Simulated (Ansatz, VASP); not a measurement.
## MgS in VASP and in Ansatz

The input INCAR:

```
SYSTEM = MgS
ALGO = Normal ; EDIFF = 1E-6
ENCUT = 520 ; GGA = PE
ISIF = 2 ; ISMEAR = 0
LASPH = .TRUE. ; LCHARG = .FALSE.
LREAL = .FALSE. ; LWAVE = .FALSE.
NBANDS = 16 ; NELM = 60
PREC = Accurate ; SIGMA = 0.05
```

KPOINTS

```
k-points
0
G
  6 6 4
  0 0 0
```

Contents of POSCAR:

```
MgS
1.0
    3.7320257263      0.0000000000      0.0000000000
   -1.8660128632      3.4940854990      0.0000000000
    0.0000000000      0.0000000000      6.4322941800
Mg S
2 2
Direct
    0.6666666667      0.3333333333      0.4957548500
    0.3333333333      0.6666666667      0.9957548500
    0.3333333333      0.6666666667      0.3792441500
    0.6666666667      0.3333333333      0.8792441500
```

Input for Ansatz:

```yaml
crystal:
  lattice:
    - [3.7320257263, 0.0, 0.0]
    - [-1.8660128632, 3.494085499, 0.0]
    - [0.0, 0.0, 6.43229418]
  atoms:
    - { symbol: Mg, position: [0.6666666667, 0.3333333333, 0.49575485] }
    - { symbol: Mg, position: [0.3333333333, 0.6666666667, 0.99575485] }
    - { symbol: S, position: [0.3333333333, 0.6666666667, 0.37924415] }
    - { symbol: S, position: [0.6666666667, 0.3333333333, 0.87924415] }
basis:
  ecutwfc: 420
kpoints:
  mp_grid: { grid: [6, 6, 4] }
hamiltonian:
  xc: pbe
scf:
  occupations: { method: gaussian, width: 0.05 }
output:
  forces: true
  stress: true
  eigenvalues: true
```

Change from the starting cell: strain -0.0750 x Voigt [1, 0, 0, 0, 0, 0], atoms carried along.

Alike in both runs: task single point; functional PBE; k mesh 6 × 6 × 4; occupations gaussian, width 0.05 eV; no spin polarisation.

|  | VASP | Ansatz |
| --- | --- | --- |
| version | VASP 6.6.1 | Ansatz 0.2.0 |
| potentials or method | VASP PAW PBE potentials, release 64 (Mg, S) | scalar-relativistic, plane waves, PAW |
| plane-wave cutoff (eV) | 520 | 420 |
| valence electrons in the cell | 16 | 32 |

```tsv
	VASP	Ansatz	Ansatz less VASP
gap on the k mesh at the Fermi level (eV)	3.73	3.74	+0.007
least direct gap on the mesh (eV)	3.73	3.74	+0.007
pressure (GPa)	6.9	7.0	+0.13
largest component of the traceless stress (GPa)	5.84	5.82	-0.025
rms of the force components (eV/Å)	0.445	0.444	-0.0018
```

Atom by atom the forces differ by 0.002 eV/Å (rms over components). The two sets of potentials don't hold the same shells in valence.
